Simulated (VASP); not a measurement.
Crystal: C.

```
CELL_PARAMETERS angstrom
2.52210 0.00000 0.00000
-1.26105 2.18420 0.00000
0.00000 0.00000 8.23710
ATOMIC_POSITIONS crystal
C 0.66667 0.33333 0.84375
C 0.33333 0.66667 0.34375
C 0.66667 0.33333 0.65625
C 0.33333 0.66667 0.15625
C 0.00000 0.00000 0.90625
C 0.00000 0.00000 0.40625
C 0.00000 0.00000 0.59375
C 0.00000 0.00000 0.09375
```

This is a hexagonal form of diamond, not graphite.

Base run:

- Program: VASP 6.6.1
- Functional: PBE
- Potentials or basis: VASP PAW PBE potentials, release 64 (C_GW)
- Cutoff: 600 eV
- k mesh: 12 × 12 × 4
- Occupations: fermi-dirac, width 0.05 eV
- Spin: no spin polarisation

Its results: band gap on the k mesh 4.41 eV, indirect (least direct gap 5.19 eV); pressure 2.1 GPa; largest force 0.328 eV/Å.

Task: The run is repeated on the same cell with these changes: potentials or basis from VASP PAW PBE potentials, release 64 (C_GW) to VASP PAW PBE potentials, release 64 (C); cutoff from 600 eV to 520 eV; occupations from fermi-dirac, width 0.05 eV to gaussian, width 0.015 eV. What comes out?

Result: Band gap on the k mesh 4.41 eV, indirect (least direct gap 5.18 eV); pressure 2.9 GPa; largest force 0.329 eV/Å.
